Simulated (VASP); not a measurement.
# P in VASP: a series of runs, part 2 of 2

VASP 6.6.1. The steps go on from the part before.

### 3 Relaxation of cell and atoms, PBE+D3(BJ)

This run uses another cell than the first one, of 31.44 Å³/atom, 0.966 times its volume.

INCAR reads:

```
  ALGO = Normal
  EDIFF = 1E-7
  EDIFFG = -0.005
  ENCUT = 600
  GGA = PE
  IBRION = 2
  ISIF = 3
  ISMEAR = 0
  IVDW = 12
  LASPH = True
  LATTICE_CONSTRAINTS = .TRUE. .TRUE. .FALSE.
  LCHARG = False
  LREAL = False
  LUSENCCL = False
  LWAVE = False
  NELM = 80
  NSW = 90
  PREC = Accurate
  SIGMA = 0.03
```

KPOINTS reads:

```
k-points
0
Gamma
  10 8 1
```

POSCAR reads:

```
P                                       
1.0
    3.3061281755     -0.0000000000      0.0000000000
   -0.0000000000      4.2431341466      0.0000000000
    0.0000000000      0.0000000000     35.8567681600
  P             
    16
Direct
     0.0000000000000000    0.5762202666789303    0.2560862874952551
     0.5000000000000000    0.9237797333210697    0.2560862874952551
     0.5000000000000000    0.0751335425583232    0.3160849643902267
     0.0000000000000000    0.4248664574416768    0.3160849643902267
     0.5000000000000000    0.5755183648062264    0.3985377404841137
     0.0000000000000000    0.9244816351937736    0.3985377404841137
     0.0000000000000000    0.0753724772277003    0.4587155862095728
     0.5000000000000000    0.4246275227722996    0.4587155862095728
     0.0000000000000000    0.5753724772277005    0.5412844137904275
     0.5000000000000000    0.9246275227722995    0.5412844137904275
     0.5000000000000000    0.0755183648062265    0.6014622595158858
     0.0000000000000000    0.4244816351937734    0.6014622595158858
     0.5000000000000000    0.5751335425583233    0.6839150356097736
     0.0000000000000000    0.9248664574416767    0.6839150356097736
     0.0000000000000000    0.0762202666789304    0.7439137125047449
     0.5000000000000000    0.4237797333210697    0.7439137125047449
```

Potentials or basis: VASP PAW PBE potentials, release 64 (P).

Command:

```console
> cat potpaw_PBE.64/P/POTCAR > POTCAR
> mpirun -np 1 vasp_std > vasp.out
```

OUTCAR:

```text
EDIFF = 1E-7
   EDIFFG = -0.005
   ENCUT = 600
   GGA = PE
   IBRION = 2
   ISIF = 3
   ISMEAR = 0
   IVDW = 12
   LASPH = True
   LREAL = False
   NELM = 80
   NSW = 90
   PREC = Accurate
 IVDW          = 12

 ion  position               nearest neighbor table
   1  0.000  0.576  0.256-   2 2.22   2 2.22   4 2.25
   2  0.500  0.924  0.256-   1 2.22   1 2.22   3 2.25
   3  0.500  0.075  0.316-   4 2.22   4 2.22   2 2.25
   4  0.000  0.425  0.316-   3 2.22   3 2.22   1 2.25
   5  0.500  0.576  0.399-   6 2.22   6 2.22   8 2.25
   6  0.000  0.924  0.399-   5 2.22   5 2.22   7 2.25
[... 8 lines left out ...]
  15  0.000  0.076  0.744-  16 2.22  16 2.22  14 2.25
  16  0.500  0.424  0.744-  15 2.22  15 2.22  13 2.25

  LATTYP: Found a simple orthorhombic cell.
 ALAT       =     3.3061281755
 B/A-ratio  =     1.2834148954
 C/A-ratio  =    10.8455468925

  Lattice vectors:

 A1 = (   3.3061281755,  -0.0000000000,   0.0000000000)
 A2 = (  -0.0000000000,   4.2431341466,   0.0000000000)
 A3 = (   0.0000000000,   0.0000000000,  35.8567681600)

Analysis of symmetry for initial positions (statically):
=====================================================================
 Subroutine PRICEL returns:
 Original cell was already a primitive cell.

 Routine SETGRP: Setting up the symmetry group for a
 simple orthorhombic supercell.

 Subroutine GETGRP returns: Found  8 space group operations
 (whereof  2 operations were pure point group operations)
[... 180 lines left out ...]
  energy-cutoff  :      600.00
  volume of cell :      503.01
 maximum number of plane-waves:     16883
 NGX is ok and might be reduce to    28
   NGX = 13   NGY = 17   NGZ =143

--------------------------------------- Ionic step        1  -------------------------------------------

 number of electron      80.0000001 magnetization

 Free energy of the ion-electron system (eV)
  ---------------------------------------------------
  ext. energy  EPLUGINS =         0.00000000
  ---------------------------------------------------
  free energy    TOTEN  =       -85.61093363 eV

  energy without entropy =      -85.61084714  energy(sigma->0) =      -85.61089038

------------------------ aborting loop because EDIFF is reached ----------------------------------------

 Edisp (eV)   -5.69409

 E8    (eV) :    -2.1931
[... 315 lines left out ...]
--------------------------------------- Ionic step        7  -------------------------------------------

 number of electron      80.0000002 magnetization

 Free energy of the ion-electron system (eV)
  ---------------------------------------------------
  ext. energy  EPLUGINS =         0.00000000
  ---------------------------------------------------
  free energy    TOTEN  =       -85.60574616 eV

  energy without entropy =      -85.60569032  energy(sigma->0) =      -85.60571824

 E-fermi :   2.2609     XC(G=0):  -6.1295

 val. band max:        2.2113995022   @ k =   0.1000   0.0000   0.0000
 cond. band min:       2.3103687041   @ k =   0.1000   0.0000   0.0000
 fundamental gap:      0.0989692019
 Fermi energy:         2.2608712443

 k-point     1 :       0.0000    0.0000    0.0000
  band No.  band energies     occupation
      1     -13.7685      2.00000
      2     -13.6554      2.00000
      3     -13.5288      2.00000
      4     -13.4770      2.00000
      5     -11.2718      2.00000
      6     -11.0125      2.00000
[... 1237 lines left out ...]
     48       4.4437      0.00000
     49       5.4708      0.00000

 [... further k-points ...]

------------------------ aborting loop because EDIFF is reached ----------------------------------------

 Edisp (eV)   -5.69936

 E8    (eV) :    -2.1951
[... 39 lines left out ...]
  FREE ENERGIE OF THE ION-ELECTRON SYSTEM (eV)
  ---------------------------------------------------
  free  energy   TOTEN  =       -91.3051018384 eV

  energy  without entropy=      -91.3050459919  energy(sigma->0) =      -91.30507392

 reached required accuracy - stopping structural energy minimisation
```

OSZICAR:

```text
N       E                     dE             d eps       ncg     rms          rms(c)
DAV:   1     0.516934229948E+03    0.51693E+03   -0.33344E+04  2940   0.148E+03
DAV:   2    -0.291945463445E+02   -0.54613E+03   -0.52746E+03  4009   0.245E+02
DAV:   3    -0.837843233690E+02   -0.54590E+02   -0.53576E+02  3488   0.791E+01
[... 76 lines left out ...]
DAV:   4    -0.856057450479E+02    0.36775E-05   -0.14729E-05  3443   0.132E-02    0.672E-03
DAV:   5    -0.856057454028E+02   -0.35485E-06   -0.16685E-06  3935   0.488E-03    0.433E-03
DAV:   6    -0.856057458158E+02   -0.41301E-06   -0.20408E-07  2480   0.262E-03    0.189E-03
DAV:   7    -0.856057461475E+02   -0.33176E-06   -0.11775E-07  2066   0.193E-03    0.368E-04
DAV:   8    -0.856057461616E+02   -0.14028E-07   -0.43301E-08  1808   0.885E-04
   7 F= -.91305102E+02 E0= -.91305074E+02  d E =-.339564E-04
```

Run time: 30 min. Hardware: 1 × NVIDIA H100 80GB with 1 thread of AMD EPYC 7R13 (Zen 3), shared host; peak memory 1.9 GiB.

Results:

- Free energy: -91.3051 eV
- Relaxed volume: 31.41 Å³/atom
- Relaxed cell: a = 3.307 Å, b = 4.238 Å, c = 35.857 Å, α = 90.00°, β = 90.00°, γ = 90.00°
- Space group after relaxing (to 0.05 Å): Pbcm (No. 57)
- Energy gained by relaxing: 0.0 meV/atom
- Ionic steps: 7
- Largest force after relaxing: 0.004 eV/Å
- Band gap on the k mesh: 0.10 eV, direct
- Dispersion energy per atom: -0.356 eV

Forces on the atoms (eV/Å):
```
P    0.000 -0.003  0.002
P    0.000  0.003  0.002
P    0.000  0.003  0.003
P    0.000 -0.003  0.003
P    0.000  0.001  0.004
P    0.000 -0.001  0.004
P    0.000  0.002 -0.003
P    0.000 -0.002 -0.003
P    0.000  0.002  0.003
P    0.000 -0.002  0.003
P    0.000  0.001 -0.004
P    0.000 -0.001 -0.004
P    0.000  0.003 -0.003
P    0.000 -0.003 -0.003
P    0.000 -0.003 -0.002
P    0.000  0.003 -0.002
```

Final structure:
```yaml
crystal:
  lattice:
    - [3.30750, 0.00000, 0.00000]
    - [0.00000, 4.23824, 0.00000]
    - [0.00000, 0.00000, 35.85677]
  atoms:
    - { symbol: P, position: [0.00000, 0.57600, 0.25611] }
    - { symbol: P, position: [0.50000, 0.92400, 0.25611] }
    - { symbol: P, position: [0.50000, 0.07496, 0.31613] }
    - { symbol: P, position: [0.00000, 0.42504, 0.31613] }
    - { symbol: P, position: [0.50000, 0.57526, 0.39852] }
    - { symbol: P, position: [0.00000, 0.92474, 0.39852] }
    - { symbol: P, position: [0.00000, 0.07512, 0.45875] }
    - { symbol: P, position: [0.50000, 0.42488, 0.45875] }
    - { symbol: P, position: [0.00000, 0.57512, 0.54125] }
    - { symbol: P, position: [0.50000, 0.92488, 0.54125] }
    - { symbol: P, position: [0.50000, 0.07526, 0.60148] }
    - { symbol: P, position: [0.00000, 0.42474, 0.60148] }
    - { symbol: P, position: [0.50000, 0.57496, 0.68387] }
    - { symbol: P, position: [0.00000, 0.92504, 0.68387] }
    - { symbol: P, position: [0.00000, 0.07600, 0.74389] }
    - { symbol: P, position: [0.50000, 0.42400, 0.74389] }
```

Levels at points of the mesh, in eV from the valence-band top:
```tsv
k point	band 36	band 37	band 38	band 39	band 40	band 41	band 42	band 43	band 44	band 45
(0.00, 0.00, 0.00)	-2.09	-1.24	-0.72	-0.13	-0.11	0.30	0.47	0.65	0.81	0.94
(0.50, 0.00, 0.00)	-2.74	-2.47	-2.47	-2.27	-2.27	0.61	0.61	0.81	0.81	0.83
(0.00, 0.50, 0.00)	-1.17	-1.05	-1.05	-1.02	-1.02	1.43	1.43	1.48	1.48	1.58
(0.50, 0.50, 0.00)	-2.31	-2.04	-2.04	-2.04	-2.04	1.77	1.77	1.77	1.77	2.14
```
